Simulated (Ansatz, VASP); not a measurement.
# Two plane-wave programs on CaSe

File INCAR:

```
SYSTEM = CaSe
PREC = Accurate
ENCUT = 520
EDIFF = 1E-7
ISMEAR = -1
SIGMA = 0.05
LREAL = .False.
LASPH = .True.
NELM = 100
ALGO = Normal
ISIF = 2
LWAVE = .False.
LCHARG = .False.
GGA = PE
NBANDS = 15
```

KPOINTS

```
Automatic mesh
0
Gamma
  8 8 8
  0 0 0
```

POSCAR

```
CaSe
1.0
    0.0000000000      2.9361604760      2.9361604760
    2.9361604760      0.0000000000      2.9361604760
    2.9361604760      2.9361604760      0.0000000000
Se Ca
1 1
Direct
    0.5000000000      0.5000000000      0.5000000000
    0.0000000000      0.0000000000      0.0000000000
```

Contents of input.yaml:

```yaml
crystal:
  lattice:
    - [0.0, 2.936160476, 2.936160476]
    - [2.936160476, 0.0, 2.936160476]
    - [2.936160476, 2.936160476, 0.0]
  atoms:
    - { symbol: Se, position: [0.5, 0.5, 0.5] }
    - { symbol: Ca, position: [0.0, 0.0, 0.0] }
hamiltonian:
  xc: pbe
  pseudopotentials: { kind: paw }
kpoints:
  mp_grid: { grid: [8, 8, 8] }
scf:
  occupations: { method: fermi_dirac, width: 0.05 }
output:
  forces: true
  stress: true
  eigenvalues: true
```

Change from the starting cell: volume scaled by 0.98.

Alike in both runs: task single point; functional PBE; k mesh 8 × 8 × 8; occupations fermi-dirac, width 0.05 eV; no spin polarisation.

|  | VASP | Ansatz |
| --- | --- | --- |
| version | VASP 6.6.1 | Ansatz 0.2.0 |
| potentials or method | VASP PAW PBE potentials, release 64 (Se, Ca_sv) | Ansatz PAW |
| plane-wave cutoff (eV) | 520 | 420 |
| valence electrons in the cell | 16 | 26 |

Ansatz gave:

| Property | Result |
| --- | --- |
| gap on the k mesh at the Fermi level (eV) | 1.98 |
| least direct gap on the mesh (eV) | 2.93 |
| pressure (GPa) | 2.3 |

Q: Which values does VASP return?

A: gap on the k mesh at the Fermi level (eV): 1.97; least direct gap on the mesh (eV): 2.92; pressure (GPa): 2.5.

The two sets of potentials don't hold the same shells in valence.

A k mesh can miss the band edges.
